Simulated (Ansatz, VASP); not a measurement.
**One calculation of V, two programs**

```
CELL_PARAMETERS angstrom
-1.51435 1.51435 1.51435
1.51435 -1.51435 1.51435
1.51435 1.51435 -1.51435
ATOMIC_POSITIONS crystal
V 0.00000 0.00000 0.00000
```

Alike in both runs: functional LDA; k mesh 12 × 12 × 12; occupations fermi-dirac, width 0.05 eV; collinear spin.

|  | VASP | Ansatz |
| --- | --- | --- |
| version | VASP 6.6.1 | Ansatz 0.2.0 |
| potentials or method | VASP PAW LDA potentials, release 64 (V_sv), cutoff 520 eV | all-electron LAPW, scalar-relativistic |
| task | single point | band structure |

```csv
,VASP,Ansatz,Ansatz less VASP
gap on the k mesh at the Fermi level (eV),none,none,-
pressure (GPa),-17.4,-17.8,-0.35
net moment per atom (μB),0.00,0.00,-0.001
```

A gap of «none» marks a metal or a gap that the smearing closes. Ansatz ran all-electron here, so the differences hold the error of VASP's frozen core and of both bases.

Caveats: so large a pressure means that the cell lies far from this level's equilibrium, or that cutoff or potentials fall short (VASP); the starting moments weren't kept (Ansatz).
